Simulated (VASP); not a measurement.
Set up this calculation in VASP 6.6.1, as the native input.

* Task: single point
* Functional: PBE
* Dispersion: D3(BJ)
* Potentials or basis: VASP PAW PBE potentials, release 64 (C, F)
* Cutoff: 520 eV
* k mesh: 1 × 1 × 1
* Occupations: fermi-dirac, width 0.05 eV
* Spin: no spin polarisation
* Dipole correction: no
* Further INCAR settings: LREAL = Auto; ALGO = Normal; EDIFF = 1e-07; NBANDS = 154

The structure of CF4 lies in POSCAR:

```
CF4
1.0
    8.9958830000      0.0000000000      0.0000000000
    0.0000000000      8.9958830000      0.0000000000
    0.0000000000      0.0000000000      8.9958830000
C F
8 32
Direct
    0.1922101477      0.2439782732      0.8556803151
    0.5572771456      0.7720642876      0.6971188932
    0.7541227470      0.9031464727      0.1694997589
    1.0174320853      0.6999646394      0.6311998500
    0.2957797472      0.9041246979      0.3586307203
    0.4885568209      0.3762943560      0.3752494335
    0.6334675540      0.1997469287      0.8555691531
   -0.0093709534      0.2670777288      0.3477146157
    0.2014588229      0.3687242264      0.7681180380
    0.2535382019      0.2623978102      0.9899083836
    0.0464879323      0.2118302339      0.8791799538
    0.2669999154      0.1384744555      0.7685071049
    0.5965617828      0.8990668287      0.6258640758
    0.6539324711      0.7464636879      0.8051016226
    0.4259504042      0.7947079792      0.7596919613
    0.5545203289      0.6665493537      0.5965617828
    0.6626253365      0.9669979034      0.2534381561
    0.8694199335      0.8243882229      0.2346406684
    0.6815784509      0.7945412363      0.0927757731
    0.8104818615      1.0006577453      0.0748564649
    0.8815588197      0.7276995488      0.6061328277
    1.0815503047      0.8198528149      0.6695396105
    1.0389530411      0.5840894107      0.7321571434
    1.0813835618      0.6604799106      0.4993172988
    0.3425344683      0.9427757120      0.2183332086
    0.3487706543      0.7746877099      0.4013613783
    0.3506604077      1.0115627338      0.4500169689
    0.1522807711      0.9071149547      0.3552291643
    0.3723592225      0.4495834372      0.4140227257
    0.4752951989      0.3078519363      0.2448898013
    0.6055214369      0.4710710444      0.3592198787
    0.5362897672      0.2776936961      0.4838880186
    0.6971967065      0.2527489519      0.9900306618
    0.5404249922      0.0928869351      0.9029908459
    0.5678152995      0.3129653865      0.7849257266
    0.7344137313      0.1431432579      0.7596030317
   -0.0975223889      0.3739488386      0.2999260884
    0.0742117255      0.2235467046      0.2388314744
    0.0607500120      0.3104197776      0.4664689392
   -0.0850055520      0.1388746385      0.3789733593
```

The cell was built by a generator and needn't be a form met in nature.

The input as run:

INCAR

```
SYSTEM = CF4
PREC = Accurate
ENCUT = 520
EDIFF = 1E-7
ISMEAR = -1
SIGMA = 0.05
LREAL = Auto
LASPH = .True.
NELM = 80
ALGO = Normal
ISIF = 2
LWAVE = .False.
LCHARG = .False.
GGA = PE
IVDW = 12
NBANDS = 154
```

KPOINTS

```
Automatic mesh
0
Gamma
  1 1 1
  0 0 0
```

Potentials or basis: VASP PAW PBE potentials, release 64 (C, F).

Run with:

```console
$ cat potpaw_PBE.64/C/POTCAR potpaw_PBE.64/F/POTCAR > POTCAR
$ mpirun -np 1 vasp_gam > vasp.out
```

Results of the run:

The pressure is 1.7 GPa, the largest force is 4.657 eV/Å and the band gap on the k mesh is 8.35 eV, direct. The dispersion energy per atom is -0.030 eV.

Caveat: the standard files for N, O and F lose accuracy on very short bonds.

Run time: 99 s on 1 thread of AMD EPYC 9R45 96-Core Processor (Zen 5) (shared host), peak memory 0.6 GiB.
